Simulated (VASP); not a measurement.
Set up this calculation in VASP 6.6.1, as the native input.

```
Task                   : band structure
Functional             : LAK
Potentials or basis    : VASP PAW PBE potentials, release 64 (Pt, S)
Cutoff                 : 520 eV
k mesh                 : 9 × 9 × 5
Occupations            : fermi-dirac, width 0.05 eV
Spin                   : no spin polarisation
Further INCAR settings : ALGO = Normal; EDIFF = 1e-07
```

The structure of PtS2 lies in POSCAR:

```
PtS2
1.0
    3.5432000000      0.0000000000      0.0000000000
   -1.7716000000      3.0685012107      0.0000000000
    0.0000000000      0.0000000000      5.0388000000
Pt S
1 2
Direct
    0.0000000000      0.0000000000      0.0000000000
    0.6666666667      0.3333333333      0.7730000000
    0.3333333333      0.6666666667      0.2270000000
```

The input as run:

INCAR

```
PREC = Accurate
ENCUT = 520
EDIFF = 1E-7
ISMEAR = -1
SIGMA = 0.05
LREAL = F
LASPH = T
NELM = 60
ALGO = Normal
ISIF = 2
LWAVE = F
LCHARG = F
LMAXMIX = 4
METAGGA = LAK
LMIXTAU = T
```

KPOINTS

```
regular mesh
0
Gamma
  9 9 5
```

KPOINTS_OPT

```
path GMKGALHA,LM,KH
10
line-mode
reciprocal
 0.0000000000  0.0000000000  0.0000000000  G
 0.5000000000  0.0000000000  0.0000000000  M

 0.5000000000  0.0000000000  0.0000000000  M
 0.3333333333  0.3333333333  0.0000000000  K

 0.3333333333  0.3333333333  0.0000000000  K
 0.0000000000  0.0000000000  0.0000000000  G

 0.0000000000  0.0000000000  0.0000000000  G
 0.0000000000  0.0000000000  0.5000000000  A

 0.0000000000  0.0000000000  0.5000000000  A
 0.5000000000  0.0000000000  0.5000000000  L

 0.5000000000  0.0000000000  0.5000000000  L
 0.3333333333  0.3333333333  0.5000000000  H

 0.3333333333  0.3333333333  0.5000000000  H
 0.0000000000  0.0000000000  0.5000000000  A

 0.5000000000  0.0000000000  0.5000000000  L
 0.5000000000  0.0000000000  0.0000000000  M

 0.3333333333  0.3333333333  0.0000000000  K
 0.3333333333  0.3333333333  0.5000000000  H
```

Potentials or basis: VASP PAW PBE potentials, release 64 (Pt, S).

The run is started by

```console
$ cat potpaw_PBE.64/Pt/POTCAR potpaw_PBE.64/S/POTCAR > POTCAR
$ mpirun -np 1 vasp_std > vasp.out
```

It gave:

```yaml
Pressure: 12.3 GPa
Largest_force: 1.357 eV/Å
Band_gap_on_the_k_mesh: 1.39 eV, indirect (least direct gap 1.48 eV)
Band_gap_along_the_path: 1.36 eV, indirect (least direct gap 1.95 eV)
```

Caveat: the PAW data sets were made with another functional, which shifts forces and pressure a little; spin-orbit coupling is left out, which moves the levels of the heavy elements.

It took 3.8 min on 1 thread of AMD EPYC 9R45 96-Core Processor (Zen 5), with other jobs on the host, peak memory 0.19 GiB.
